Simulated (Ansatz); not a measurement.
Crystal: WC (Qusongite).

```
W C
1.0
     2.90650    0.00000    0.00000
    -1.45325    2.51710    0.00000
     0.00000    0.00000    2.83660
W C
1 1
Direct
  0.00000 0.00000 0.00000
  0.66667 0.33333 0.50000
```

Base run:

* Program: Ansatz 0.2.0
* Functional: LDA
* Potentials or basis: all-electron LAPW, scalar-relativistic
* Cutoff: 335 eV (chosen from the basis error)
* Basis error allowed: 0.001 eV/atom
* k mesh: 10 × 10 × 9
* Occupations: fermi-dirac, width 0.05 eV
* Spin: no spin polarisation

Its results: pressure -9.7 GPa.

Problem. The run is repeated on the same cell with these changes: functional from LDA to PBE; occupations from fermi-dirac, width 0.05 eV to gaussian, width 0.027 eV. What comes out?

Solution. Pressure 5.7 GPa.
